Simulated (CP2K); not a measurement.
KBr:

```xyz
2
Lattice="4.6669 0.0000 0.0000 2.3335 4.0417 0.0000 2.3335 1.3472 3.8105" Properties=species:S:1:pos:R:3 pbc="T T T"
Br    4.6669    2.6944    1.9053
K     0.0000    0.0000    0.0000
```

Base run:

| Property | Result |
| --- | --- |
| Program | CP2K 2026.2 |
| Functional | HLE17 |
| Potentials or basis | POTENTIAL_UZH Br GTH-PBE-q7, K GTH-PBE-q9; TZVP-MOLOPT-PBE-GTH basis |
| Density cutoff | 9184 eV |
| k mesh | 7 × 7 × 7 |
| Occupations | fermi-dirac, width 0.05 eV |
| Spin | no spin polarisation |

Its results: band gap on the k mesh 6.00 eV, direct; pressure 0.3 GPa.

Question: After a change of settings the same cell gave: band gap on the k mesh 4.22 eV, direct; pressure -0.1 GPa. Which change was it?
A. functional from HLE17 to PBE
B. functional from HLE17 to RPBE
C. functional from HLE17 to rev-vdW-DF2
D. functional from HLE17 to LDA

Answer: C.

Caveats: the potentials were made for another functional, which shifts forces and pressure; the basis of atomic orbitals isn't converged, which shifts pressures, moduli and gaps; the potentials were made for a functional far from this one (some runs).
